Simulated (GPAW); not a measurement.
The system is Ge.

```
CELL_PARAMETERS angstrom
-2.57449 2.57449 1.39741
2.57449 -2.57449 1.39741
2.57449 2.57449 -1.39741
ATOMIC_POSITIONS crystal
Ge 0.50000 0.50000 0.00000
Ge 0.25000 0.75000 0.50000
```

This isn't the form of Ge at room conditions, which is diamond.

Base run:

- Program: GPAW 26.7.0
- Functional: r2SCAN
- Potentials or basis: GPAW PAW data sets (gpaw-data 1.2.1)
- Cutoff: 500 eV
- Basis: pw
- k mesh: 9 × 9 × 9
- Occupations: fermi-dirac, width 0.05 eV
- Spin: no spin polarisation

Its results: band gap on the k mesh none (metal or under the smearing width); pressure 0.2 GPa.

Problem. The run is repeated on the same cell with these changes: functional from r2SCAN to LDA; potentials or basis from GPAW PAW data sets (gpaw-data 1.2.1) to the program's PAW data sets (release 1.2.1) made for this functional; cutoff from 500 eV to 450 eV. What comes out?

Solution. Band gap on the k mesh none (metal or under the smearing width); pressure -2.7 GPa.

Caveats: the cutoff is short for stress and forces, so pressures can be off by a GPa or more; the PAW data sets were made with another functional, which shifts forces and pressure a little (some runs).
